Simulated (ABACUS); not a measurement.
# CoO (Fm-3m) in ABACUS: equation of state, part 2 of 2

ABACUS 3.10.1. The steps go on from the part before.

## 7. Equation of state, PBEsol, collinear spin, ferromagnetic start, 10.07 Å³/atom (volume scaled by 1.04)

INPUT

```
INPUT_PARAMETERS
suffix              CoO
calculation         scf
basis_type          pw
pseudo_dir          ./
symmetry            1
dft_functional      pbesol
ecutwfc             97
pseudo_rcut         7
nspin               2
nbands              17
ks_solver           dav
smearing_method     fd
smearing_sigma      0.00367493
scf_thr             1e-08
scf_nmax            100
mixing_type         broyden
mixing_beta         0.4
cal_force           1
cal_stress          1
kpar                4
```

STRU

```
ATOMIC_SPECIES
Co 58.9332 Co.upf
O 15.9990 O.upf

LATTICE_CONSTANT
1.8897261246

LATTICE_VECTORS
0.0000000000 2.1595492692 2.1595492692
2.1595492692 0.0000000000 2.1595492692
2.1595492692 2.1595492692 0.0000000000

ATOMIC_POSITIONS
Direct

Co
0.0
1
0.0000000000 0.0000000000 0.0000000000 1 1 1 mag 2

O
0.0
1
0.5000000000 0.5000000000 0.5000000000 1 1 1 mag 0
```

KPT

```
K_POINTS
0
Gamma
11 11 11 0 0 0
```

The run is started by

```console
> OMP_NUM_THREADS=1 mpirun -np 4 abacus > log
```

Run time: 16 s. Hardware: 4 MPI ranks of Intel Xeon 6975P-C (Granite Rapids), shared host; peak memory 0.4 GiB.

The run converged. Its results:

```yaml
Free_energy: -4605.9793 eV
Pressure: -16.8 GPa
Band_gap_on_the_k_mesh: none (metal or under the smearing width)
Net_moment: 3.00 μB per cell
Absolute_moment: 3.02 μB per cell
```

Caveat: a cell with one magnetic atom can't hold antiferromagnetic order, which such compounds often take; semilocal functionals often make such compounds metallic where correlation or magnetic order opens a gap, which also shifts bond lengths.

## 8. Equation of state, PBEsol, collinear spin, ferromagnetic start, 10.27 Å³/atom (volume scaled by 1.06)

INPUT is that of step 7.

STRU: that of step 7 with these lines changed.

```diff
@@ -8,5 +8,5 @@
 LATTICE_VECTORS
-0.0000000000 2.1595492692 2.1595492692
-2.1595492692 0.0000000000 2.1595492692
-2.1595492692 2.1595492692 0.0000000000
+0.0000000000 2.1733047310 2.1733047310
+2.1733047310 0.0000000000 2.1733047310
+2.1733047310 2.1733047310 0.0000000000
```

KPT is that of step 7.

Potentials or basis: PseudoDojo NC SR 0.4.1 PBEsol standard, plane waves.

The run is started by

```console
> OMP_NUM_THREADS=1 mpirun -np 4 abacus > log
```

running log:

```text
ABACUS v3.10.1

               Atomic-orbital Based Ab-initio Computation at UStc

 ------------------------------------------------------------------------------------

 READING GENERAL INFORMATION
                           global_out_dir = OUT.CoO/
                           global_in_card = INPUT
                               pseudo_dir = ./
                              orbital_dir =
                                    DSIZE = 4
                                    GSIZE = 1

 READING UNITCELL INFORMATION
                                    ntype = 2
                  lattice constant (Bohr) = 1.88973
              lattice constant (Angstrom) = 1

 READING ATOM TYPE 1
                               atom label = Co
                      L=0, number of zeta = 1
                      L=1, number of zeta = 1
                      L=2, number of zeta = 1
             number of atom for this type = 1
               magnetization of element 1 = 2

 READING ATOM TYPE 2
                               atom label = O
                      L=0, number of zeta = 1
                      L=1, number of zeta = 1
                      L=2, number of zeta = 1
             number of atom for this type = 1
               magnetization of element 2 = 0

                        TOTAL ATOM NUMBER = 2
DIRECT COORDINATES
    atom                   x                   y                   z     mag                  vx                  vy                  vz
taud_Co1            0.0000000000        0.0000000000        0.0000000000  2.0000        0.0000000000        0.0000000000        0.0000000000
taud_O1            0.5000000000        0.5000000000        0.5000000000  0.0000        0.0000000000        0.0000000000        0.0000000000

                          Volume (Bohr^3) = 138.544
                             Volume (A^3) = 20.5301

 Lattice vectors: (Cartesian coordinate: in unit of a_0)
                   +0             +2.1733             +2.1733
              +2.1733                  +0             +2.1733
              +2.1733             +2.1733                  +0
 Reciprocal vectors: (Cartesian coordinate: in unit of 2 pi/a_0)
            -0.230064           +0.230064           +0.230064
            +0.230064           -0.230064           +0.230064
            +0.230064           +0.230064           -0.230064
 The esolver type has been set to : ksdft_pw

                PAO radial cut off (Bohr) = 7

 Read in pseudopotential file is Co.upf
                     pseudopotential type = NC
          exchange-correlation functional = PBESOL
                 nonlocal core correction = 1
                        valence electrons = 17
                                     lmax = 2
                           number of zeta = 4
                     number of projectors = 6
                           L of projector = 0
[... 5 lines left out ...]
                PAO radial cut off (Bohr) = 7

 Read in pseudopotential file is O.upf
                     pseudopotential type = NC
          exchange-correlation functional = PBESOL
                 nonlocal core correction = 1
                        valence electrons = 6
                                     lmax = 2
                           number of zeta = 2
                     number of projectors = 5
                           L of projector = 0
                           L of projector = 0
                           L of projector = 1
                           L of projector = 1
                           L of projector = 2
     initial pseudo atomic orbital number = 14
 The readin total magnetization is 2

 SETUP THE ELECTRONS NUMBER
            electron number of element Co = 17
      total electron number of element Co = 17
             electron number of element O = 6
       total electron number of element O = 6
            AUTOSET number of electrons:  = 23
                           occupied bands = 12
[... 119 lines left out ...]
                               nkstot now = 56
[... K-POINTS DIRECT COORDINATES: 56 rows ...]

           k-point number in this process = 14
       minimum distributed K point number = 14
[... stars of the k points ...]
                             nks(nspin=2) = 28
                          nkstot(nspin=2) = 112

[... K-POINTS CARTESIAN COORDINATES: 28 rows ...]

[... K-POINTS DIRECT COORDINATES: 28 rows ...]

 SETUP PLANE WAVES FOR WAVE FUNCTIONS
     energy cutoff for wavefunc (unit:Ry) = 97
              fft grid for wave functions = [ 40, 40, 40 ]
                    number of plane waves = 3119
                         number of sticks = 283

 PARALLEL PW FOR WAVE FUNCTIONS
     PROC   COLUMNS(POT)             PW
        1            283           3119
 --------------- sum -------------------
        1            283           3119

 SETUP NONLOCAL PSEUDOPOTENTIALS IN PLANE WAVE BASIS
 Co non-local projectors:
 projector 1 L=0
 projector 2 L=0
 projector 3 L=1
 projector 4 L=1
 projector 5 L=2
 projector 6 L=2
 O non-local projectors:
 projector 1 L=0
 projector 2 L=0
 projector 3 L=1
 projector 4 L=1
 projector 5 L=2
      TOTAL NUMBER OF NONLOCAL PROJECTORS = 31

 Init Non-Local PseudoPotential table :
 Init Non-Local-Pseudopotential done.

                                     npwx = 2238

 Make real space PAO into reciprocal space.
       max mesh points in Pseudopotential = 701
     dq(describe PAO in reciprocal space) = 0.01
                                    max q = 1186

 number of pseudo atomic orbitals for Co is 4
WARNING: norm of atomic wavefunction # 3 of atomic type Co is 0.999987, renormalized
WARNING: norm of atomic wavefunction # 4 of atomic type Co is 0.99734, renormalized

 number of pseudo atomic orbitals for O is 2
WARNING: norm of atomic wavefunction # 2 of atomic type O is 0.999978, renormalized

 -------------------------------------------
 SELF-CONSISTENT
 -------------------------------------------
                                 init_chg = atomic

 PW ALGORITHM --------------- ION=   1  ELEC=   1--------------------------------
 Notice: Threshold on eigenvalues was too large.
 hsover_error=0.23 > DRHO=0.214967
 Origin diag ethr = 0.01
 New diag ethr = 0.00093464
          total magnetism (Bohr mag/cell) = 2.76334
       absolute magnetism (Bohr mag/cell) = 2.76335
                        nelec for spin up = 12.8817
                      nelec for spin down = 10.1183

 Density error is 0.215183639449
                          Error Threshold = 0.000934639718211
----------------------------------------------------------
     Energy           Rydberg                 eV
----------------------------------------------------------
 E_KohnSham     -338.4755434722      -4605.1960248686
 E_Harris       -338.3215890624      -4603.1013676630
 E_Fermi        0.9110326635         12.3952352882
----------------------------------------------------------
[... 135 lines left out ...]
 Density error is 1.72946907917e-09
                          Error Threshold = 9.0848925035e-11
----------------------------------------------------------
     Energy           Rydberg                 eV
----------------------------------------------------------
 E_KohnSham     -338.5299036740      -4605.9356333569
 E_KS(sigma->0) -338.5286989137      -4605.9192417524
 E_Harris       -338.5298175765      -4605.9344619406
 E_band         -23.9315429475       -325.6053460170
 E_one_elec     -159.6838630725      -2172.6104164373
 E_Hartree      93.4215801295        1271.0658059245
 E_xc           -63.7911149198       -867.9226446822
 E_Ewald        -208.4740962906      -2836.4355949528
 E_entropy(-TS) -0.0024095206        -0.0327832091
 E_descf        0.0000000000         0.0000000000
 E_exx          0.0000000000         0.0000000000
 E_Fermi        0.9470296375         12.8849992455
----------------------------------------------------------

 charge density convergence is achieved
 final etot is -4605.9356334 eV
 EFERMI = 12.884999245 eV

 STATE ENERGY(eV) AND OCCUPATIONS    NSPIN == 2
SPIN UP :
 1/14 kpoint (Cartesian) = 0.0000 0.0000 0.0000 (2229 pws)
       1       -83.5893    0.000751315
       2       -47.0662    0.000751315
       3       -47.0662    0.000751315
       4       -47.0662    0.000751315
       5       -6.84524    0.000751315
       6        9.52570    0.000751315
[... 9 lines left out ...]
      16        30.2402        0.00000
[... 82 lines left out ...]
       4       -47.0702     0.00601052
       5       -5.75627     0.00601052
       6        5.14333     0.00601052
[... 9 lines left out ...]
      16        25.7516        0.00000
      17        25.7516        0.00000

[... levels at 22 further k points ...]

------------------------------------------------------------------------------------------
 TOTAL-FORCE (eV/Angstrom)
------------------------------------------------------------------------------------------
                       Co1         0.0000000000         0.0000000000         0.0000000000
                        O1         0.0000000000         0.0000000000         0.0000000000
------------------------------------------------------------------------------------------

----------------------------------------------------------------
 TOTAL-STRESS (KBAR)
----------------------------------------------------------------
      -192.8434762258        -0.0000000000         0.0000000000
        -0.0000000000      -192.8434762258         0.0000000000
        -0.0000000000         0.0000000000      -192.8434762258
----------------------------------------------------------------
 TOTAL-PRESSURE: -192.843476 KBAR

 --------------------------------------------
 !FINAL_ETOT_IS -4605.9356333569357957 eV
 --------------------------------------------
```

It took 16 s on 4 MPI ranks of Intel Xeon 6975P-C (Granite Rapids), shared host; peak memory 0.4 GiB.

What came out:

| Item | Value |
| --- | --- |
| Free energy | -4605.9356 eV |
| Pressure | -19.3 GPa |
| Band gap on the k mesh | none (metal or under the smearing width) |
| Net moment | 3.00 μB per cell |
| Absolute moment | 3.02 μB per cell |

Caveat: a cell with one magnetic atom can't hold antiferromagnetic order, which such compounds often take; semilocal functionals often make such compounds metallic where correlation or magnetic order opens a gap, which also shifts bond lengths.

## 9. Equation of state, PBEsol, collinear spin, ferromagnetic start

Potentials or basis: PseudoDojo NC SR 0.4.1 PBEsol standard, plane waves.

No new run: the results of the series are fitted here.

What came out:

```
Equilibrium volume : 9.08 Å³/atom (rough: see the caveat)
Bulk modulus       : 187 GPa (rough)
```

Energy against volume, from the lowest point:
```tsv
volume (Å³/atom)	energy (meV/atom)
9.103	0.00
9.297	3.02
9.490	10.37
9.684	21.80
9.878	37.03
10.071	55.74
10.265	77.58
```

Caveat: the fit is doubtful: noisy points or a state that changes with volume; the minimum lies outside the volumes run.
